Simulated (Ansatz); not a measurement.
Calculated ⁶⁷Zn NMR of the central transition for ZnSe under strain

Cell: an entry of the Crystallography Open Database (COD), relaxed with PBE at fixed cell and then changed (z compressed by 3 %, ions relaxed).

```
Zn Se
1.0
     0.00000    2.83380    2.74879
     2.83380    0.00000    2.74879
     2.83380    2.83380    0.00000
Zn Se
1 1
Direct
  0.00000 0.00000 0.00000
  0.25000 0.25000 0.25000
```

Sites (sets of like atoms) are named by element and the number of their first atom in this list.

Method: Kohn–Sham DFT in Ansatz, PBE, plane waves and PAW, scalar-relativistic, 420 eV cutoff, Γ-centred 13×13×13 k-points, Fermi–Dirac smearing 0.02 eV.

⁶⁷Zn has I = 5/2 and Q = 122.0 mb (Pyykkö 2018); at 9.4 T its Larmor frequency is ν₀ = 25.1 MHz. Only the quadrupole interaction is simulated: positions count from each site's isotropic chemical shift, and J coupling is left out, as are shift anisotropy and dipolar coupling, which fast spinning averages.

Q: Simulate the second-order pattern (fast magic-angle spinning, Gaussian broadening 0.03 kHz) of site Zn (4 Se at 2.43 Å).

A: The calculation gives C_Q = 1.58 MHz and η = 0.00, so ν_Q = 0.237 MHz and the centre of gravity lies at -23.9 ppm (-0.599 kHz).

```
offset (kHz)  height
      -1.556       0
      -1.510       1
      -1.465       4
      -1.419       4
      -1.373       4
      -1.327       4
      -1.281       4
      -1.235       4
      -1.190       5
      -1.144       5
      -1.098       5
      -1.052       5
      -1.006       5
      -0.961      22
      -0.915      76
      -0.869      45
      -0.823      37
      -0.777      33
      -0.731      31
      -0.686      30
      -0.640      29
      -0.594      29
      -0.548      29
      -0.502      30
      -0.456      32
      -0.411      34
      -0.365      38
      -0.319      45
      -0.273      59
      -0.227     100
      -0.181      11
      -0.136       0
```

An axis of threefold or higher order runs through Zn, so V_zz lies along it and η is zero.
